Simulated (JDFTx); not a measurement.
C: equation of state with PBEsol

Slab: C, a slab with vacuum.

```xyz
4
Lattice="2.4562 0.0000 0.0000 -1.2281 2.1272 0.0000 0.0000 0.0000 24.1340" Properties=species:S:1:pos:R:3 pbc="T T T"
C     1.2281    0.7091   13.7678
C     0.0000    1.4181   10.3661
C     0.0000    0.0000   10.3663
C     0.0000    0.0000   13.7677
```

The slab is cut from a database's or a generator's crystal, which needn't be the stable form of the element.

| Property | Result |
| --- | --- |
| Program | JDFTx 1.7.0 (patched build) |
| Task | equation of state |
| Functional | PBEsol |
| Potentials or basis | PseudoDojo-SR-PBEsol-0.4.1-standard with smoothed tails |
| Cutoff | 1116 eV |
| Density cutoff | 8925 eV |
| k mesh | 12 × 12 × 2 |
| Occupations | fermi-dirac, width 0.05 eV |
| Spin | no spin polarisation |

```yaml
Equilibrium_volume: 31.76 Å³/atom
Bulk_modulus_at_fixed_shape_and_positions: 78 GPa
Pressure_derivative_of_the_bulk_modulus: 3.6
```

Energy against volume, from the lowest point:
```tsv
volume (Å³/atom)	energy (meV/atom)
29.632	37.99
30.263	18.01
30.893	5.56
31.524	0.00
32.154	0.73
32.785	7.19
33.415	18.91
```

Caveat: the cell was scaled at fixed shape and fractional positions, which overstates the stiffness of a crystal with free parameters, most of all of layers and chains.
